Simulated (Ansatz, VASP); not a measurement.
## One calculation of LiH, two programs

```
Li H
1.0
     0.00000    1.86990    1.95120
     1.86990    0.00000    1.95120
     1.86990    1.86990    0.00000
Li H
1 1
Direct
  0.00000 0.00000 0.00000
  0.50000 0.50000 0.50000
```

Change from the starting cell: strain -0.080 along x and y, -0.040 along z, atoms carried along.

Alike in both runs: task single point; functional PBEsol; k mesh 10 × 10 × 10; occupations gaussian, width 0.05 eV; no spin polarisation.

```csv
,VASP,Ansatz
version,VASP 6.6.1,Ansatz 0.2.0
potentials or method,"VASP PAW PBE potentials, release 64 (Li_sv, H)","scalar-relativistic, plane waves, PAW"
plane-wave cutoff (eV),520,420
valence electrons in the cell,4,4
```

```csv
,VASP,Ansatz,Ansatz less VASP
gap on the k mesh at the Fermi level (eV),2.04,2.04,-0.002
least direct gap on the mesh (eV),2.40,2.40,0.000
```

 A k mesh can miss the band edges.
